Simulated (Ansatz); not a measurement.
# CdSe (Fm-3m) in Ansatz: a series of runs

The runs below take CdSe through relaxation of cell and atoms, with PBE+D3(BJ), PBE+D4.

All numbers are computed with Ansatz 0.2.0; they aren't measurements. Logs are shortened: lines on timing, memory, paths and dates and some standing lists are left out, and cuts for length are marked.

### Step 1. Starting point

It takes space group Fm-3m (No. 225, cubic). Conventional cell: a = 5.748 Å, b = 5.748 Å, c = 5.748 Å, α = 90.00°, β = 90.00°, γ = 90.00°. Cd (site symmetry m-3m) is surrounded by 6 Se at 2.87 Å. Around Se (site symmetry m-3m) lie 6 Cd at 2.87 Å.

Measurements of this composition are mostly on another form, of space group No. 186.

### Step 2. Relaxation of cell and atoms, PBE+D3(BJ)

File input.yaml:

```yaml
crystal:
  lattice:
    - [0.0, 2.873958, 2.873958]
    - [2.873958, 0.0, 2.873958]
    - [2.873958, 2.873958, 0.0]
  atoms:
    - { symbol: Cd, position: [0.0, 0.0, 0.0] }
    - { symbol: Se, position: [0.5, 0.5, 0.5] }
hamiltonian:
  xc: pbe
  pseudopotentials: { kind: paw }
  dispersion: d3bj
kpoints:
  mp_grid: { grid: [8, 8, 8] }
scf:
  occupations: { method: fermi_dirac, width: 0.05 }
output:
  forces: true
  stress: true
  eigenvalues: true
relax:
  f_tol: 0.01
  max_steps: 40
  cell: { stress_tol: 0.05 }
```

Potentials or basis: Ansatz PAW.

Command:

```console
> ansatz run input.yaml --threads 2 --pin off --max-ram 5632MiB --backend cpu --events-out ev --progress --plain --runs-dir out
```

Standard output:

```text
Warning: RAYON_NUM_THREADS=2 ignored (pool sized by the plan → 2); use --threads N
Engine: ansatz 0.2.0, aarch64-unknown-linux-gnu
Pseudopotentials: kind: paw
Pseudopotential: Cd, paw, valence charge 20, recommended cutoff 420 eV (normal), Cd.paw.azcp
Pseudopotential: Se, paw, valence charge 16, recommended cutoff 420 eV (normal), Se.paw.azcp
Functional definition: PBE
  parameter kappa = 0.804
  parameter beta = 0.06672455060314922
  exchange = pbe_x(kappa = kappa, mu = beta*pi^2/3)
  correlation = pbe_c(beta = beta)
Crystal: 2 atoms, lattice volume = 47.476 Å³
Basis set: ecut = 420 eV, 941 PW (Γ), exchange–correlation on 60×60×60 points (8 copies of the dense FFT grid, shifted against one another)
Bands: 22, of which v1, the nominal top of the filled ones, is band 18 counted from 1 (17 counted from 0)
Symmetry: 48 space group operations
Space group: Fm-3m (ITA 225), of the structure as read, at distance tolerance 3.6e-5 Å
k-points: 29 of 512
Non-local potential: Cd, projectors of the file, l = 0: 3, l = 1: 2, l = 2: 2, l = 3: 1
Non-local potential: Se, projectors of the file, l = 0: 2, l = 1: 2, l = 2: 3, l = 3: 1
PAW form: soft (Blöchl's): semilocal exchange-correlation on the pseudo side does not see the compensation charge
PAW one-centre angular grid: Cd, 590 points (default); XC on 64 Gauss nodes
PAW one-centre angular grid: Se, 590 points (default); XC on 64 Gauss nodes
Initial density: superposition of atomic densities (neutral atoms: chi_scale 0, normalization atom), corrected by the library's trained network
Initial wavefunctions: pseudopotential atomic-orbital guess
Functional: x = pbe(κ = 0.804, μ = 0.2195149727645171), c = pbe(β = 0.06672455060314922)
SCF iter   1: F=—  HF=-13725.278490 eV  |F-HF|=—  |Δ(HF+E_count)|=         —  Δρ=8.41e-4  dr2=2.57e-4  ethr=1.77e-3  ⟨swp⟩=5.8  Hψ=2635  notcnv=0
preconditioner: auto → none  [insulator: Δε(μ)=0.289 eV  Ē_g=12.159 eV  σ=0.050 eV  W_gap=0.52  n_scr=14 (ndim 8)  ℏωp=22.9 eV  f_vac=0.035  D(μ)=0.28/eV (n_scr^D=0)  ε∞_Penn≈4.5]
SCF iter   2: F=—  HF=-13725.279394 eV  |F-HF|=—  |Δ(HF+E_count)|=   9.04e-4  Δρ=3.30e-4  dr2=4.33e-5  ethr=7.14e-7  ⟨swp⟩=2.5  Hψ=1383  notcnv=0
SCF iter   3: F=—  HF=-13725.279472 eV  |F-HF|=—  |Δ(HF+E_count)|=   7.79e-5  Δρ=1.25e-4  dr2=7.60e-6  ethr=1.20e-7  ⟨swp⟩=2.0  Hψ=901  notcnv=0
SCF iter   4: F=—  HF=-13725.279475 eV  |F-HF|=—  |Δ(HF+E_count)|=   2.65e-6  Δρ=3.37e-5  dr2=4.05e-7  ethr=2.11e-8  ⟨swp⟩=2.0  Hψ=1046  notcnv=0
iter 5 did not close the SCF: its close was put off for the readings that it lacked (scf_convergence_deferred on its scf_iter line)
SCF iter   5: F=-13725.279475 eV  HF=-13725.279475 eV  |F-HF|=3.11e-9  |Δ(HF+E_count)|=   3.46e-7  Δρ=9.53e-6  dr2=3.88e-8  ethr=1.13e-9  ⟨swp⟩=3.0  Hψ=1180  notcnv=0
SCF iter   6: F=-13725.279475 eV  HF=-13725.279475 eV  |F-HF|=5.25e-9  |Δ(HF+E_count)|=   1.61e-8  Δρ=3.30e-6  dr2=7.34e-9  ethr=1.08e-10  ⟨swp⟩=2.0  Hψ=2174  notcnv=0
SCF 1 converged in 6 iterations: F = -13725.279475 eV  dr2 = 7.34e-9
relax step   1: F+E_penalty+E_count = -13725.27947488 eV  Δ(F+E_penalty+E_count) = +0.000e0 eV  max|allowed force component| = 1.685e-30 eV/Å  Δτ_max = 0.0000 Å  P = -3.000 GPa  Ω = 47.476 Å³  (6 SCF iters, dr2 threshold 1.00e-7 eV, accepted)
Crystal: 2 atoms, lattice volume = 43.788 Å³
Basis set: ecut = 420 eV, 869 PW (Γ), exchange–correlation on 60×60×60 points (8 copies of the dense FFT grid, shifted against one another)
Initial density: handed on by an earlier stage of this run
Initial wavefunctions: those handed on with the density
iter 1 solved again at ethr=9.86e-6 eV; its pass at ethr=3.10e-3 eV (dr2=3.55e-3 eV) is discarded
SCF iter   1: F=—  HF=-13725.294477 eV  |F-HF|=—  |Δ(HF+E_count)|=         —  Δρ=2.47e-3  dr2=3.34e-3  ethr=9.86e-6  ⟨swp⟩=1.0  Hψ=3411  notcnv=0
preconditioner: auto → none  [insulator: Δε(μ)=0.352 eV  Ē_g=12.585 eV  σ=0.050 eV  W_gap=0.90  n_scr=14 (ndim 8)  ℏωp=23.8 eV  f_vac=0.018  D(μ)=0.23/eV (n_scr^D=0)  ε∞_Penn≈4.6]
SCF iter   2: F=—  HF=-13725.293563 eV  |F-HF|=—  |Δ(HF+E_count)|=   9.14e-4  Δρ=1.61e-3  dr2=6.27e-4  ethr=9.27e-6  ⟨swp⟩=2.0  Hψ=982  notcnv=0
SCF iter   3: F=—  HF=-13725.293452 eV  |F-HF|=—  |Δ(HF+E_count)|=   1.11e-4  Δρ=5.91e-4  dr2=1.06e-4  ethr=1.74e-6  ⟨swp⟩=2.0  Hψ=870  notcnv=0
SCF iter   4: F=—  HF=-13725.293472 eV  |F-HF|=—  |Δ(HF+E_count)|=   2.00e-5  Δρ=2.47e-4  dr2=1.74e-5  ethr=2.94e-7  ⟨swp⟩=1.0  Hψ=638  notcnv=0
SCF iter   5: F=—  HF=-13725.293472 eV  |F-HF|=—  |Δ(HF+E_count)|=   7.21e-7  Δρ=5.25e-5  dr2=8.03e-7  ethr=4.84e-8  ⟨swp⟩=2.6  Hψ=1041  notcnv=0
SCF iter   6: F=-13725.293472 eV  HF=-13725.293472 eV  |F-HF|=7.37e-9  |Δ(HF+E_count)|=   1.64e-7  Δρ=6.02e-6  dr2=1.90e-8  ethr=5.56e-10  ⟨swp⟩=5.0  Hψ=2581  notcnv=0
SCF 2 converged in 6 iterations: F = -13725.293472 eV  dr2 = 1.90e-8
relax step   2: F+E_penalty+E_count = -13725.29347191 eV  Δ(F+E_penalty+E_count) = -1.400e-2 eV  max|allowed force component| = 4.930e-31 eV/Å  Δτ_max = 0.0000 Å  P = +2.301 GPa  Ω = 43.788 Å³  energy of the carried Pulay correction = +9.590e-4 eV  (6 SCF iters, dr2 threshold 2.00e-7 eV, accepted)
Crystal: 2 atoms, lattice volume = 45.316 Å³
Basis set: ecut = 420 eV, 893 PW (Γ), exchange–correlation on 60×60×60 points (8 copies of the dense FFT grid, shifted against one another)
iter 1 solved again at ethr=1.86e-6 eV; its pass at ethr=3.10e-3 eV (dr2=6.70e-4 eV) is discarded
SCF iter   1: F=—  HF=-13725.302774 eV  |F-HF|=—  |Δ(HF+E_count)|=         —  Δρ=1.03e-3  dr2=6.20e-4  ethr=1.86e-6  ⟨swp⟩=1.0  Hψ=3341  notcnv=0
preconditioner: auto → none  [insulator: Δε(μ)=0.297 eV  Ē_g=12.367 eV  σ=0.050 eV  W_gap=0.89  n_scr=14 (ndim 8)  ℏωp=23.4 eV  f_vac=0.029  D(μ)=0.23/eV (n_scr^D=0)  ε∞_Penn≈4.6]
SCF iter   2: F=—  HF=-13725.302614 eV  |F-HF|=—  |Δ(HF+E_count)|=   1.60e-4  Δρ=6.78e-4  dr2=1.21e-4  ethr=1.72e-6  ⟨swp⟩=2.0  Hψ=871  notcnv=0
SCF iter   3: F=—  HF=-13725.302611 eV  |F-HF|=—  |Δ(HF+E_count)|=   3.05e-6  Δρ=2.48e-4  dr2=2.07e-5  ethr=3.37e-7  ⟨swp⟩=2.0  Hψ=870  notcnv=0
SCF iter   4: F=—  HF=-13725.302612 eV  |F-HF|=—  |Δ(HF+E_count)|=   8.86e-7  Δρ=1.08e-4  dr2=3.61e-6  ethr=5.75e-8  ⟨swp⟩=1.7  Hψ=917  notcnv=0
SCF iter   5: F=-13725.302612 eV  HF=-13725.302612 eV  |F-HF|=1.19e-8  |Δ(HF+E_count)|=   1.04e-7  Δρ=2.37e-5  dr2=1.83e-7  ethr=5.56e-10  ⟨swp⟩=2.3  Hψ=2353  notcnv=0
SCF 3 converged in 5 iterations: F = -13725.302612 eV  dr2 = 1.83e-7
relax step   3: F+E_penalty+E_count = -13725.30261185 eV  Δ(F+E_penalty+E_count) = -9.140e-3 eV  max|allowed force component| = 1.528e-30 eV/Å  Δτ_max = 0.0000 Å  P = -0.215 GPa  Ω = 45.316 Å³  energy of the carried Pulay correction = +5.459e-4 eV  (5 SCF iters, dr2 threshold 2.00e-7 eV, accepted)
Crystal: 2 atoms, lattice volume = 45.181 Å³
iter 1 solved again at ethr=2.18e-8 eV; its pass at ethr=3.10e-3 eV (dr2=7.83e-6 eV) is discarded
SCF iter   1: F=—  HF=-13725.302744 eV  |F-HF|=—  |Δ(HF+E_count)|=         —  Δρ=7.35e-5  dr2=3.49e-6  ethr=2.18e-8  ⟨swp⟩=2.0  Hψ=3256  notcnv=0
preconditioner: auto → none  [insulator: Δε(μ)=0.297 eV  Ē_g=12.396 eV  σ=0.050 eV  W_gap=0.88  n_scr=14 (ndim 8)  ℏωp=23.4 eV  f_vac=0.025  D(μ)=0.23/eV (n_scr^D=0)  ε∞_Penn≈4.6]
SCF iter   2: F=—  HF=-13725.302743 eV  |F-HF|=—  |Δ(HF+E_count)|=   6.06e-7  Δρ=4.83e-5  dr2=6.01e-7  ethr=9.70e-9  ⟨swp⟩=2.0  Hψ=871  notcnv=0
SCF iter   3: F=-13725.302743 eV  HF=-13725.302743 eV  |F-HF|=1.69e-8  |Δ(HF+E_count)|=   1.46e-7  Δρ=1.83e-5  dr2=9.09e-8  ethr=3.21e-10  ⟨swp⟩=5.0  Hψ=2583  notcnv=0
SCF 4 converged in 3 iterations: F = -13725.302743 eV  dr2 = 9.09e-8
relax step   4: F+E_penalty+E_count = -13725.30274311 eV  Δ(F+E_penalty+E_count) = -1.313e-4 eV  max|allowed force component| = 9.992e-30 eV/Å  Δτ_max = 0.0000 Å  P = -0.012 GPa  Ω = 45.181 Å³  energy of the carried Pulay correction = +5.814e-4 eV  (3 SCF iters, dr2 threshold 1.15e-7 eV, accepted)
Basis set: ecut = 420 eV, 893 PW (Γ), exchange–correlation on 54×54×54 points (8 copies of the dense FFT grid, shifted against one another)
Initial wavefunctions: pseudopotential atomic-orbital guess (no wavefunctions were taken with the density)
iter 1 solved again at ethr=2.08e-8 eV; its pass at ethr=3.10e-3 eV (dr2=7.47e-6 eV) is discarded
SCF iter   1: F=—  HF=-13725.302109 eV  |F-HF|=—  |Δ(HF+E_count)|=         —  Δρ=1.04e-4  dr2=8.75e-7  ethr=2.08e-8  ⟨swp⟩=3.0  Hψ=4355  notcnv=0
preconditioner: auto → none  [insulator: Δε(μ)=0.297 eV  Ē_g=12.395 eV  σ=0.050 eV  W_gap=0.89  n_scr=14 (ndim 8)  ℏωp=23.4 eV  f_vac=0.024  D(μ)=0.23/eV (n_scr^D=0)  ε∞_Penn≈4.6]
SCF iter   2: F=—  HF=-13725.302123 eV  |F-HF|=—  |Δ(HF+E_count)|=   1.45e-5  Δρ=4.77e-5  dr2=2.72e-7  ethr=2.43e-9  ⟨swp⟩=2.0  Hψ=1118  notcnv=0
SCF iter   3: F=—  HF=-13725.302123 eV  |F-HF|=—  |Δ(HF+E_count)|=   1.97e-7  Δρ=1.75e-5  dr2=5.18e-8  ethr=7.56e-10  ⟨swp⟩=2.0  Hψ=840  notcnv=0
SCF iter   4: F=—  HF=-13725.302123 eV  |F-HF|=—  |Δ(HF+E_count)|=   6.60e-9  Δρ=3.18e-6  dr2=2.54e-9  ethr=1.44e-10  ⟨swp⟩=2.0  Hψ=1132  notcnv=0
SCF iter   5: F=—  HF=-13725.302123 eV  |F-HF|=—  |Δ(HF+E_count)|=  4.89e-10  Δρ=1.07e-6  dr2=1.72e-10  ethr=7.05e-12  ⟨swp⟩=2.2  Hψ=924  notcnv=0
SCF iter   6: F=-13725.302123 eV  HF=-13725.302123 eV  |F-HF|=5.46e-12  |Δ(HF+E_count)|=  2.04e-10  Δρ=8.73e-8  dr2=9.44e-13  ethr=1.00e-12  ⟨swp⟩=3.3  Hψ=2799  notcnv=0
SCF 5 converged in 6 iterations: F = -13725.302123 eV  dr2 = 9.44e-13
relax step   5: F+E_penalty+E_count = -13725.30212347 eV  Δ(F+E_penalty+E_count) = +6.196e-4 eV  max|allowed force component| = 4.207e-30 eV/Å  Δτ_max = 0.0000 Å  P = -0.009 GPa  Ω = 45.181 Å³  stress off target by 9.17e-3 GPa  SCF on the basis re-selected at this cell (its energy is not comparable with the rows above)  (6 SCF iters)
basis re-selected at this cell: Δ(F+E_penalty+E_count) = +6.196e-4 eV, ΔP = +0.003 GPa vs the last step (what re-selecting the basis moved, of the pressure what is left beyond the Pulay correction that the steps carried, after the strain that the cell walked since its last selection, with what the two solves' SCF thresholds leave and, on support functions, any second-order correction that the steps lacked; it is no measure of the basis error at this ecutwfc). The dense FFT grid was sized anew with the basis: this SCF ran on 27×27×27 points, the steps before it on 30×30×30, so part of this shift can come from that change (see relax.cell in the input reference). This SCF's stress stands 9.17e-3 GPa from its target on what of the cell is left free (relax.cell.stress_tol is 5.00e-2 GPa) and its largest allowed force component is 4.21e-30 eV/Å (relax.f_tol is 1.00e-2 eV/Å): within both
SCF converged after 6 iterations
Free energy (F): -13725.302123 eV
Harris-Foulkes:  -13725.302123 eV  (|F-HF|=5.46e-12)
Internal energy: -13725.299791 eV  (E = F + TS)
E sigma→0 (E₀):  -13725.300957 eV
Entropy (-TS):   -0.002333 eV (-1.166 meV/atom)
Fermi energy:    10.957961 eV
--- Per-component energies (eV) ---
  E_band       = -778.522146
  E_kinetic    = 624.206600
  E_local      = -5385.922163  (includes V_loc(G=0)·N_el)
  E_nonlocal   = -561.734554
  E_hartree    = 2593.667024
  E_xc         = -281.236944
  E_vxc        = -320.238809  (∫ρ·V_xc dr)
  E_paw        = -5995.202736  (= ΣΔE_a)
  E_vpaw       = -322.166681  (= ΣTr[D̂ρ^β])
  E_aug_tail   = -0.000555  (compensation charges beyond the density's cutoff)
  E_ewald      = -4718.260309
  E_disp       = -0.816154  (pairwise vdW)
  E_smearing   = -0.002333  (= −TS)
  E_closure    = -0.000000  (closes the sum)
  Σ components = -13725.302123   (vs F -13725.302123, Δ=0.00e0)
--- Forces (eV/Å), atoms counted from 1 ---
  atom   1  Cd    -0.00000000     0.00000000    -0.00000000
  atom   2  Se    -0.00000000    -0.00000000    -0.00000000
  max |Σ_I F_I| component: 1.68e-29 eV/Å
--- Stress (GPa, compression-positive) ---
       -0.009174       0.000000      -0.000000
        0.000000      -0.009174       0.000000
       -0.000000       0.000000      -0.009174
  P = ⅓ Tr σ = -0.0092 GPa (-0.092 kbar)
--- Band table (eV; the first three rows and the last of 29) ---
  k-point 0: bands = ["-91.1430", "-52.2145", "-52.2145", "-52.2145", "-35.9589", "-35.9589", "-35.9554", "-35.9554", "-35.9554", "-2.3356", "2.8368", "2.8368", "2.8543", "2.8543", "2.8543", "10.1588", "10.1588", "10.1588", "11.1389", "19.5600", "19.5600", "19.5600"]
  k-point 1: bands = ["-91.1430", "-52.2146", "-52.2145", "-52.2145", "-35.9589", "-35.9589", "-35.9553", "-35.9553", "-35.9553", "-2.2133", "2.7994", "2.7994", "2.8429", "2.8753", "2.8753", "8.7595", "10.2426", "10.2426", "12.5070", "18.2509", "19.0678", "19.0678"]
  k-point 2: bands = ["-91.1430", "-52.2150", "-52.2146", "-52.2146", "-35.9588", "-35.9588", "-35.9553", "-35.9552", "-35.9552", "-1.8873", "2.7074", "2.7074", "2.8008", "2.9311", "2.9311", "7.1953", "10.4594", "10.4594", "13.7435", "17.2079", "17.6162", "17.6162"]
  k-point 28: bands = ["-91.1430", "-52.2151", "-52.2151", "-52.2149", "-35.9589", "-35.9587", "-35.9552", "-35.9552", "-35.9550", "-1.3492", "2.7176", "2.8600", "2.8600", "3.0696", "3.4699", "7.4846", "7.4846", "7.6704", "13.9282", "16.7855", "18.3202", "18.3202"]
--- Relaxed structure (4 steps of the walk, 4 accepted, 1 SCFs on fresh bases) ---
  F+E_penalty+E_count = -13725.30212347 eV   max|allowed force component| = 4.207e-30 eV/Å   (the final SCF, on the basis selected at the relaxed cell)
  cell:  # Å, volume = 45.1813 Å³
    - [-5.349140607430306e-34, 2.8268949959871907, 2.8268949959871907]
    - [2.8268949959871907, 3.058223246847418e-34, 2.8268949959871907]
    - [2.8268949959871907, 2.8268949959871907, -1.8598107920068903e-33]
  atoms:
    - { symbol: Cd, position: [8.027617589453905e-36, -4.4053844334094615e-48, -2.0941611102917176e-35] }
    - { symbol: Se, position: [0.49999999999999994, 0.49999999999999994, 0.49999999999999994] }
```

Run time: 5 s. Hardware: 2 threads of Arm Neoverse V1, shared host; peak memory 0.34 GiB.

Results:

- Free energy: -13725.3021 eV
- Relaxed volume: 22.59 Å³/atom
- Relaxed cell: a = 3.998 Å, b = 3.998 Å, c = 3.998 Å, α = 60.00°, β = 60.00°, γ = 60.00°
- Space group after relaxing (to 0.05 Å): Fm-3m (No. 225)
- Energy gained by relaxing: 11.3 meV/atom
- Ionic steps: 5
- Pressure after relaxing: 0.0 GPa
- Band gap on the k mesh: none (metal or under the smearing width)

The path:
```
step  energy change (eV)  largest force (eV/Å)  volume (Å³)
   1              0.0000                0.0000        47.48
   2             -0.0140                0.0000        43.79
   3             -0.0231                0.0000        45.32
   4             -0.0233                0.0000        45.18
   5             -0.0226                0.0000        45.18
```

Final structure:
```cif
data_structure
_symmetry_space_group_name_H-M 'P 1'
_symmetry_Int_Tables_number 1
_cell_length_a 3.9978
_cell_length_b 3.9978
_cell_length_c 3.9978
_cell_angle_alpha 60.000
_cell_angle_beta 60.000
_cell_angle_gamma 60.000
_cell_volume 45.18
loop_
_atom_site_label
_atom_site_type_symbol
_atom_site_fract_x
_atom_site_fract_y
_atom_site_fract_z
_atom_site_occupancy
Cd1 Cd 0.00000 0.00000 0.00000 1
Se1 Se 0.50000 0.50000 0.50000 1
```

Levels at points of the mesh, in eV from the Fermi level:
```
             k point  band 14  band 15  band 16  band 17  band 18  band 19  band 20  band 21  band 22
  (0.00, 0.00, 0.00)    -8.10    -8.10    -0.80    -0.80    -0.80     0.18     8.60     8.60     8.60
 (0.00, 0.00, -0.50)    -7.95    -7.95    -5.27    -0.14    -0.14     2.89     5.15     5.15     6.20
(0.00, -0.50, -0.50)    -7.89    -7.33    -4.48    -2.33    -2.33    -0.55     5.31     9.92    10.53
```

Caveat: the plane-wave basis is chosen anew once the cell has moved, so the energies of steps on either side of that aren't comparable; pairwise dispersion overbinds metals, which lowers pressure and volume.

### Step 3. Relaxation of cell and atoms, PBE+D4

Changes to input.yaml since step 2:

```diff
@@ -11,3 +11,3 @@
   pseudopotentials: { kind: paw }
-  dispersion: d3bj
+  dispersion: d4
 kpoints:
```

Potentials or basis: Ansatz PAW.

Command:

```console
> ansatz run input.yaml --threads 2 --pin off --max-ram 5632MiB --backend cpu --events-out ev --progress --plain --runs-dir out
```

It took 5.2 s on 2 threads of Arm Neoverse V1, shared host; peak memory 0.34 GiB.

The run converged. Its results:

```
Free energy                            : -13725.3051 eV
Relaxed volume                         : 22.65 Å³/atom
Relaxed cell                           : a = 4.001 Å, b = 4.001 Å, c = 4.001 Å, α = 60.00°, β = 60.00°, γ = 60.00°
Space group after relaxing (to 0.05 Å) : Fm-3m (No. 225)
Energy gained by relaxing              : 10.2 meV/atom
Ionic steps                            : 5
Pressure after relaxing                : 0.0 GPa
Band gap on the k mesh                 : none (metal or under the smearing width)
```

The path:
| step | energy change (eV) | largest force (eV/Å) | volume (Å³) |
| --- | --- | --- | --- |
| 1 | 0.0000 | 0.0000 | 47.48 |
| 2 | -0.0127 | 0.0000 | 43.96 |
| 3 | -0.0210 | 0.0000 | 45.42 |
| 4 | -0.0211 | 0.0000 | 45.29 |
| 5 | -0.0205 | 0.0000 | 45.29 |

Final structure:
```cif
data_structure
_symmetry_space_group_name_H-M 'P 1'
_symmetry_Int_Tables_number 1
_cell_length_a 4.0011
_cell_length_b 4.0011
_cell_length_c 4.0011
_cell_angle_alpha 60.000
_cell_angle_beta 60.000
_cell_angle_gamma 60.000
_cell_volume 45.29
loop_
_atom_site_label
_atom_site_type_symbol
_atom_site_fract_x
_atom_site_fract_y
_atom_site_fract_z
_atom_site_occupancy
Cd1 Cd 0.00000 0.00000 0.00000 1
Se1 Se 0.50000 0.50000 0.50000 1
```

Levels at points of the mesh, in eV from the Fermi level:
```tsv
k point	band 14	band 15	band 16	band 17	band 18	band 19	band 20	band 21	band 22
(0.00, 0.00, 0.00)	-8.10	-8.10	-0.79	-0.79	-0.79	0.17	8.60	8.60	8.60
(0.00, 0.00, -0.50)	-7.94	-7.94	-5.26	-0.14	-0.14	2.89	5.15	5.15	6.18
(0.00, -0.50, -0.50)	-7.88	-7.33	-4.47	-2.32	-2.32	-0.55	5.32	9.91	10.51
```

Caveat: the plane-wave basis is chosen anew once the cell has moved, so the energies of steps on either side of that aren't comparable; pairwise dispersion overbinds metals, which lowers pressure and volume.
